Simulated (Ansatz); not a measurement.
## Energy ranking of La3B2 structures

Method: DFT PBE, scalar-relativistic, plane waves, PAW (Ansatz 0.2.0). Settings: cutoff 420 eV, Γ-centred meshes spaced at most about 0.3 Å⁻¹, and about 0.25 Å⁻¹ or finer for metals (2π included), Gaussian smearing. No spin polarisation.

The zero of energy is the elements' standard structures at the same level; no fitted shifts are applied.

These are static total energies at zero pressure. Larger cells and other orderings weren't all tried, so the list isn't exhaustive.

Invented guesses were relaxed alike, and ends that match in structure were merged. ΔE counts from the first row. Coordination counts B atoms around La (those within 1.25 times the shortest such distance or 1.15 times the sum of covalent radii; a slash parts the counts of unlike sites). The ends were matched against large subsets of the Crystallography Open Database and the Materials Project, so a missing match doesn't prove that a structure is unreported.

```json
{"#": "1", "reached from": "a relaxed cell, shaken at random and relaxed again", "type and space group": "P-3m1 (No. 164)", "atoms": "5", "Å³/atom": "23.5", "coordination": "La 5/6", "ΔE (meV/atom)": "0", "gap on mesh (eV)": "0.00", "in databases": "no match"}
{"#": "2", "reached from": "Ni3Se2 type (R32)", "type and space group": "R32 (No. 155)", "atoms": "5", "Å³/atom": "26.4", "coordination": "La 4", "ΔE (meV/atom)": "110", "gap on mesh (eV)": "0.00", "in databases": "no match"}
{"#": "3", "reached from": "random cell", "type and space group": "Pm-3m (No. 221)", "atoms": "5", "Å³/atom": "27.4", "coordination": "La 2", "ΔE (meV/atom)": "400", "gap on mesh (eV)": "0.00", "in databases": "no match"}
```

The lowest: Space group P-3m1 (No. 164), trigonal, a = 4.936 Å, c = 5.559 Å. La on a site of symmetry -3m is surrounded by 6 B at 3.06 Å and 6 La at 3.31 Å; La on a site of symmetry 3m has 5 B at 2.75–2.90 Å, 3 La at 3.31 Å and 3 La at 3.60 Å; around B lie 8 La at 2.75–3.06 Å. Its energy over the elements is +0.24 eV/atom. A positive value: parting into the elements would lower its energy. An observed structure of this formula, if there is one, may be missing.

```xyz
5
Lattice="4.9362 0.0000 0.0000 -2.4681 4.2749 0.0000 0.0000 0.0000 5.5587" Properties=species:S:1:pos:R:3 pbc="T T T"
La    0.0000    0.0000    2.7794
La    2.4681    1.4250    1.0968
La    0.0000    2.8499    4.4619
B     2.4681    1.4250    3.9071
B     0.0000    2.8499    1.6516
```

The second: Space group R32 (No. 155), trigonal, a = 6.696 Å, c = 10.182 Å. La has 4 B at 2.75–2.82 Å; B has 6 La at 2.75–2.82 Å. Counting B atoms around La, the first has La 5/6 and the second has La 4. Shaken at random and relaxed again, row 2 falls into row 1, 110 meV/atom lower, so it is a saddle point or a shallow minimum. Cells without such a test can be saddle points.

```
La B
1.0
     3.34784    1.93288    3.39404
    -3.34784    1.93288    3.39404
     0.00000   -3.86575    3.39404
La B
3 2
Direct
  0.00000 0.29621 0.70379
  0.70379 0.00000 0.29621
  0.29621 0.70379 0.00000
  0.19637 0.19637 0.19637
  0.80363 0.80363 0.80363
```

Some types were kept out of the candidates beforehand, so the set may lack a known form.

Even the lowest La3B2 structure lies 0.24 eV/atom above the elements, so none of the three cells is a thermodynamically favoured compound. This fits the known chemistry of lanthanum, whose established borides are boron-rich and held together by covalent boron networks. In the two structures with printed coordinates, the boron atoms are isolated from one another. Forming them therefore sacrifices the strong B–B bonds of elemental boron, and La–B bonding evidently doesn't repay that cost. Boron is too weakly electronegative to be well stabilised as a highly charged, isolated anion.

Across all three rows, the energy rises as the volume per atom grows and La has fewer B neighbours. This suggests that, once B–B bonding is absent, dense packing with many La–B contacts is the best remaining option. The R32 arrangement is better read as a distortable precursor of the P-3m1 structure than as a competing polymorph. Measured against lanthanum metal and its known boron-rich borides, rather than the elements alone, the instability would be larger still.
